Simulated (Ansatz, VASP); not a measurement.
# Cross-check of MoW (MoW in the B2 ordering) between VASP and Ansatz, part 2 of 2

Aim: how closely do two programs agree when they are given the same cell, functional and k mesh? The cell is generated by rule, not measured, and may not be a known phase. The cell is taken from a series of runs on this material, whose earlier steps may have relaxed, scaled, displaced or heated it; both programs get it as it stands.

VASP 6.6.1 and Ansatz 0.2.0.

So far: Set-up; VASP: zone-centre phonons, PBE.

The structure was built from a prototype and need not be the compound's stable phase.

## (3) Ansatz: zone-centre phonons, PBE

Level of this step: Ansatz beside VASP: Kohn-Sham DFT, plane waves, PBE (Ansatz).

Ansatz runs on its default PAW (the set named soft_2) files.

The same cell, functional, mesh and smearing now go to Ansatz, which takes its cutoff from its data sets.

Contents of input.yaml:

```yaml
crystal:
  lattice:
    - [3.1723782136, 0.0, 0.0]
    - [0.0, 3.1723782136, 0.0]
    - [0.0, 0.0, 3.1723782136]
  atoms:
    - { symbol: Mo, position: [0.0, 0.0, 0.0] }
    - { symbol: W, position: [0.5, 0.5, 0.5] }
kpoints:
  mp_grid: { grid: [6, 6, 6] }
hamiltonian:
  xc: pbe
scf:
  occupations: { method: methfessel_paxton, width: 0.2 }
output:
  eigenvalues: true
phonons:
  method: dfpt
  qmesh: [2, 2, 2]
  temperatures: { t_max: 1000, t_step: 50 }
  qpath:
    path:
      - [[0.0, 0.0, 0.0], [0.0, 0.5, 0.0], [0.5, 0.5, 0.0], [0.0, 0.0, 0.0], [0.5, 0.5, 0.5], [0.0, 0.5, 0.0]]
      - [[0.5, 0.5, 0.5], [0.5, 0.5, 0.0]]
    npoints: 10
```

Started as:

```console
ansatz run input.yaml --threads 4 --pin off --max-ram 8192MiB --backend cpu --events-out ev --progress --plain --runs-dir out
```

Numbers of over 12 decimals in the logs are rounded to 6 here.

What it wrote:

```text
Engine: ansatz 0.2.0, x86_64-unknown-linux-gnu
Pseudopotentials: kind: paw
Pseudopotential: Mo, paw, valence charge 14, recommended cutoff 420 eV (normal), Mo.paw.azcp
Pseudopotential: W, paw, valence charge 14, recommended cutoff 420 eV (normal), W.paw.azcp
Functional definition: PBE
  parameter kappa = 0.804
  parameter beta = 0.066725
  exchange = pbe_x(kappa = kappa, mu = beta*pi^2/3)
  correlation = pbe_c(beta = beta)
Crystal: 2 atoms, lattice volume = 31.927 Å³
Basis set: ecut = 420 eV, 619 PW (Γ), exchange–correlation on 48×48×48 points (8 copies of the dense FFT grid, shifted against one another)
Bands: 18, of which v1, the nominal top of the filled ones, is band 14 counted from 1 (13 counted from 0)
Symmetry: 48 space group operations
k-points: 20 of 216
Non-local potential: Mo, projectors of the file, l = 0: 3, l = 1: 2, l = 2: 2, l = 3: 1
Non-local potential: W, projectors of the file, l = 0: 3, l = 1: 2, l = 2: 2, l = 3: 1
PAW form: soft (Blöchl's): semilocal exchange-correlation on the pseudo side does not see the compensation charge
PAW one-centre angular grid: Mo, 590 points (default); XC on 64 Gauss nodes
PAW one-centre angular grid: W, 590 points (default); XC on 64 Gauss nodes
Initial density: superposition of atomic densities (neutral atoms: chi_scale 0, normalization atom), corrected by the library's trained network
Initial wavefunctions: pseudopotential atomic-orbital guess
Functional: x = pbe(κ = 0.804, μ = 0.219515), c = pbe(β = 0.066725)
SCF iter   1: F=—  HF=-15340.895441 eV  |F-HF|=—  |Δ(HF+E_count)|=         —  Δρ=4.18e-3  dr2=1.07e-2  ethr=1.77e-3  ⟨swp⟩=5.0  Hψ=1541  notcnv=0
preconditioner: auto → none  [insulator: Δε(μ)=0.173 eV  Ē_g=5.051 eV  σ=0.200 eV  W_gap=0.56  n_scr=6 (ndim 8)  ℏωp=22.8 eV  f_vac=0.000  D(μ)=0.67/eV (n_scr^D=0)  ε∞_Penn≈21.3]
SCF iter   2: F=—  HF=-15340.895083 eV  |F-HF|=—  |Δ(HF+E_count)|=   3.58e-4  S|Δr|=    0.00e0  Δρ=1.70e-3  dr2=1.48e-3  ethr=3.82e-5  ⟨swp⟩=1.4  Hψ=541  notcnv=0
SCF iter   3: F=—  HF=-15340.895009 eV  |F-HF|=—  |Δ(HF+E_count)|=   7.42e-5  S|Δr|=    0.00e0  Δρ=2.07e-4  dr2=4.74e-6  ethr=5.28e-6  ⟨swp⟩=1.9  Hψ=387  notcnv=0
SCF iter   4: F=—  HF=-15340.895009 eV  |F-HF|=—  |Δ(HF+E_count)|=   1.20e-7  S|Δr|=    0.00e0  Δρ=2.29e-5  dr2=5.42e-8  ethr=1.69e-8  ⟨swp⟩=2.0  Hψ=474  notcnv=0
SCF iter   5: F=—  HF=-15340.895012 eV  |F-HF|=—  |Δ(HF+E_count)|=   3.47e-6  S|Δr|=    0.00e0  Δρ=7.67e-6  dr2=1.78e-8  ethr=1.94e-10  ⟨swp⟩=2.0  Hψ=626  notcnv=0
SCF iter   6: F=—  HF=-15340.895012 eV  |F-HF|=—  |Δ(HF+E_count)|=   6.77e-9  S|Δr|=    0.00e0  Δρ=1.32e-6  dr2=5.74e-10  ethr=6.35e-11  ⟨swp⟩=2.5  Hψ=611  notcnv=0
SCF iter   7: F=-15340.895012 eV  HF=-15340.895012 eV  |F-HF|=7.28e-12  |Δ(HF+E_count)|=  9.46e-11  S|Δr|=    0.00e0  Δρ=1.47e-7  dr2=2.20e-12  ethr=1.00e-12  ⟨swp⟩=4.5  Hψ=1730  notcnv=0
SCF 1 converged in 7 iterations: F = -15340.895012 eV  dr2 = 2.20e-12
  greatest PAW one-centre occupation: 1.000 electrons in one spin orbital (limit 2), on the W atom at site 1 (counted from 0), in its partial waves of l = 0
Initial density: read from a saved state, or passed on in memory by an earlier SCF of this step, an earlier step, the calling program or the single point that the run made first
iter 1 solved again at ethr=2.45e-8 eV; its pass at ethr=3.10e-3 eV (dr2=6.87e-6 eV) is discarded
SCF iter   1: F=—  HF=-15340.895011 eV  |F-HF|=—  |Δ(HF+E_count)|=         —  Δρ=3.97e-7  dr2=9.15e-11  ethr=2.45e-8  ⟨swp⟩=3.2  Hψ=2630  notcnv=0
eigensolver tolerance schedule: the retry pair's looser diagonalisation over-reported the residual by 75049.87 of it (diagonalisation noise at 1.46 of the residual, at the tolerance the schedule requests for it); recorded, not acted on — ethr = c·dr2/N_el stays at c = 1.0e-1
preconditioner: auto → none  [insulator: Δε(μ)=0.183 eV  Ē_g=5.052 eV  σ=0.200 eV  W_gap=0.58  n_scr=6 (ndim 8)  ℏωp=22.8 eV  f_vac=0.000  D(μ)=0.67/eV (n_scr^D=0)  ε∞_Penn≈21.3]
SCF iter   2: F=—  HF=-15340.895012 eV  |F-HF|=—  |Δ(HF+E_count)|=   1.26e-6  S|Δr|=    0.00e0  Δρ=2.21e-7  dr2=1.71e-11  ethr=1.00e-12  ⟨swp⟩=3.3  Hψ=805  notcnv=0
SCF iter   3: F=-15340.895012 eV  HF=-15340.895012 eV  |F-HF|=1.82e-12  |Δ(HF+E_count)|=  1.82e-12  S|Δr|=    0.00e0  Δρ=1.48e-7  dr2=7.46e-12  ethr=1.00e-12  ⟨swp⟩=2.3  Hψ=689  notcnv=0
SCF 2 converged in 3 iterations: F = -15340.895012 eV  dr2 = 7.46e-12
phonons: the bands overlap, so this run is a metal and interpolates without the dipole-dipole term. If the crystal is really an insulator or semiconductor, its LO-TO splitting is missing
NSCF: frozen V_eff on 20 k-points
NSCF: frozen V_eff on 40 k-points
DFPT response loops at q = (0, 0, 0) (fractional): preconditioner auto → Kerker (q_TF=auto, 2.669 Å⁻¹) (partly filled bands, converged f_vac=0.000); β = 1.00, the filter's whole step (`scf.mixing.beta` (0.50) is not read by the response loops under this deck's `scf.mixing.preconditioner`; to damp them name `kerker` or `kerker_dos`, under which they read `scf.mixing.beta`, and type it under 1.00, their step now; both keys bind the ground state too); Broyden in place of MSR1
NSCF: frozen V_eff on 128 k-points
DFPT response loops at q = (0, 0, -0.5) (fractional): mixed as the last ones told, above
NSCF: frozen V_eff on 128 k-points
DFPT response loops at q = (0, -0.5, -0.5) (fractional): mixed as the last ones told, above
NSCF: frozen V_eff on 80 k-points
DFPT response loops at q = (-0.5, -0.5, -0.5) (fractional): mixed as the last ones told, above
SCF converged after 7 iterations
Stability not checked: this state was not tested for a lower state beside it, because cold or Methfessel-Paxton smearing, or corrected tetrahedra, fill the levels in a way that the test cannot read (fill_not_monotonic; see scf.lower_state_search)
Free energy (F): -15340.895012 eV
Harris-Foulkes:  -15340.895012 eV  (|F-HF|=7.28e-12)
Internal energy: -15340.898595 eV  (E = F + TS)
E sigma→0 (E₀):  -15340.895908 eV
Entropy (-TS):   0.003582 eV (1.791 meV/atom)
Fermi energy:    21.559179 eV
Step filling:    the computed levels leave a gap of 0.0000 eV = 0.0 smearing widths at the electron count; against every level under it full and every level over it empty, smearing changes F+E_penalty+E_count by -0.554 meV and its σ→0 estimate by -1.449 meV
--- Per-component energies (eV) ---
  E_band       = -145.501954
  E_kinetic    = 889.781135
  E_local      = -1402.206210  (includes V_loc(G=0)·N_el)
  E_nonlocal   = 142.840768
  E_hartree    = 480.100129
  E_xc         = -450.250613
  E_vxc        = -467.583386  (∫ρ·V_xc dr)
  E_paw        = -11763.491942  (= ΣΔE_a)
  E_vpaw       = -268.534469  (= ΣTr[D̂ρ^β])
  E_aug_tail   = -0.000021  (compensation charges beyond the density's cutoff)
  E_ewald      = -3237.671841
  E_smearing   = 0.003582  (= −TS)
  E_closure    = 0.000000  (closes the sum)
  Σ components = -15340.895012   (vs F -15340.895012, Δ=0.00e0)
--- Band table (eV; the first three rows and the last of 20) ---
  k-point 0: bands = [... 10 lower, 15.9980, 20.2432, 20.2432, 20.2432, 23.4359, 23.4359, 26.0057, 26.0057]
  k-point 1: bands = [... 10 lower, 16.4946, 20.2075, 20.2075, 20.5253, 22.5982, 23.7346, 24.3827, 24.3827]
  k-point 2: bands = [... 10 lower, 17.4357, 20.3177, 20.3177, 20.7660, 21.3379, 22.3446, 22.3446, 24.1492]
  k-point 19: bands = [... 10 lower, 18.6960, 18.8493, 18.8493, 18.8493, 23.9177, 23.9177, 24.7677, 24.7677]
--- Phonons (Γ-DFPT): 2 representative perturbations + reference (Σ response iterations 6) ---
  ASR residual: 3.756e-5 → 0.000e0 eV/Å²; symmetrization residual: 1.336e-5 eV/Å²
  ASR residual per site (eV/Å²): 3.76e-5 3.48e-5
  Γ frequencies (cm⁻¹): 0.00 0.00 0.00 186.70 186.70 186.70
--- Phonons (arbitrary-q DFPT): 4 irreducible q on the 2×2×2 mesh ---
  q = [0.0000, 0.0000, 0.0000] (star 1, of the zone-centre solve; hermiticity 3.31e-6, symmetrization 1.33e-12): -0.00 0.00 0.00 186.70 186.70 186.70
  q = [0.0000, 0.0000, -0.5000] (star 3, 4 solved perturbations in 208 linear systems a pass and spin channel, the states on 64 of 216 k-point pairs; hermiticity 2.06e-14, symmetrization 1.16e-13): 116.68 116.68 164.42 164.42 194.09 272.29
  q = [0.0000, -0.5000, -0.5000] (star 3, 4 solved perturbations in 208 linear systems a pass and spin channel, the states on 64 of 216 k-point pairs; hermiticity 1.92e-6, symmetrization 2.21e-14): 129.75 162.13 162.13 181.47 266.66 266.66
  q = [-0.5000, -0.5000, -0.5000] (star 1, 2 solved perturbations on 40 of 216 k-point pairs; hermiticity 4.66e-14, symmetrization 7.48e-13): 159.65 159.65 159.65 235.95 235.95 235.95
  sum rule: each row above includes the acoustic sum rule's correction from the zone centre's row sums; it moved no ω² by more than (0.33 cm⁻¹)²
  mesh force constants: q→R imaginary residual 1.25e-17; ASR residual 3.756e-5 → 0.000e0 eV/Å²; symmetrization residual 1.243e-14 eV/Å²
  interpolated dispersion: 62 rows × 6 modes
  density of states and harmonic sums: on the 20×20×20 q-mesh, interpolated from the force constants of a 2×2×2 supercell (no non-analytic term)
  largest difference from the sums on the solved wave vectors: F 6.65e-2 eV, S 9.87e-5 and C_V 3.23e-5 eV/K
  zero-point energy: 0.066565 eV/cell   skipped modes (ω ≤ 0): 3   left out of the sums: 6.25e-5 of the cell's modes: C_V's classical limit lies that fraction below 3 k_B per atom; for a crystal, a wire or a layer, F and S can be off by more, and a phonons.interpolated_qmesh denser along its periods is the remedy for the sampling
```

## (4) Comparison

Known differences besides the potentials themselves: VASP's run holds the zone centre alone; the data sets hold 28 valence electrons in Ansatz (on its default PAW (the set named soft_2) files) and 20 in VASP; the cutoff is 420 eV in Ansatz and 600 eV in VASP. Total energies have different zeros and are not compared.

Both answers:

| quantity | Ansatz | VASP | difference |
| --- | --- | --- | --- |
| optical mode 1 to 3 (cm⁻¹) | 186.7 | 184.3 | +1.33 % |

Modes are paired by rising frequency, not by their patterns, so a pair may set unlike modes beside each other; they are those without the splitting of longitudinal modes.

## (5) Results

```yaml
r_m_s_difference_of_the_optical_zone_centre_modes_each_program_s_sorted_by_frequency_zone_centre_phonons_pbe: 2.4 cm⁻¹
difference_in_optical_mode_1_to_3_zone_centre_phonons_pbe: +1.3 %
```

In words: The r.m.s. difference of the optical zone-centre modes, each program's sorted by frequency is 2.4 cm⁻¹ (zone-centre phonons, PBE). The data sets hold unlike numbers of valence electrons (28 in Ansatz and 20 in VASP), so part of the differences comes from the potentials. Among the rows given in per cent, the largest difference of the zone-centre phonons, PBE pair is in optical mode 1 to 3, +1.3 %. 1 further run of this series is not shown here. How closely two codes agree says nothing of how well the functional describes the real material.

[Lines on the potential files, build, host, timing and source positions are cut from VASP's logs without a mark.]

[Logs are printed without paths, hosts, clocks, repeated set-up lines and the standing remarks that a program may print on its own settings, such as how far it seeks lower states.]

[Hosts, paths, dates, database ids (printed as entryN), source tags and the programs' standing remarks are cut or masked in the printed files.]
